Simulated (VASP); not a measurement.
Set up this calculation in VASP 6.6.1, as the native input.

| Property | Result |
| --- | --- |
| Task | single point |
| Functional | PBE |
| Potentials or basis | VASP PAW PBE potentials, release 64 (Sb, S) |
| Cutoff | 520 eV |
| k mesh | 7 × 7 × 1 |
| Occupations | fermi-dirac, width 0.05 eV |
| Spin | no spin polarisation |
| Dipole correction | yes |
| Further INCAR settings | ALGO = Normal; EDIFF = 1e-07; NBANDS = 12 |

The structure of SbS lies in POSCAR:

```
SbS
1.0
    3.8204800000      0.0000000000      0.0000000000
    0.0000000000      3.8204800000      0.0000000000
    0.0000000000      0.0000000000     23.8000000000
Sb S
1 1
Direct
    0.0000000000      0.0000000000      0.2941200000
    0.5000000000      0.5000000000      0.2941200000
```

The cell was built by a generator and needn't be a form met in nature.

These files were run (other wordings do the same):

INCAR

```
ALGO = Normal
DIPOL = 0.5 0.5 0.294
EDIFF = 1E-7
ENCUT = 520
GGA = PE
IDIPOL = 3
ISIF = 2
ISMEAR = -1
LASPH = True
LCHARG = False
LDIPOL = True
LREAL = False
LWAVE = False
NBANDS = 12
NELM = 80
PREC = Accurate
SIGMA = 0.05
```

KPOINTS

```
k-points
0
Gamma
  7 7 1
```

Potentials or basis: VASP PAW PBE potentials, release 64 (Sb, S).

Launch:

```sh
$ cat potpaw_PBE.64/Sb/POTCAR potpaw_PBE.64/S/POTCAR > POTCAR
$ mpirun -np 1 vasp_std > vasp.out
```

Results of the run:

The band gap on the k mesh is none (metal or under the smearing width).

Wall time 52 s on 1 thread of Intel(R) Xeon(R) Platinum 8488C (Sapphire Rapids), on a shared host, peak memory 0.38 GiB.
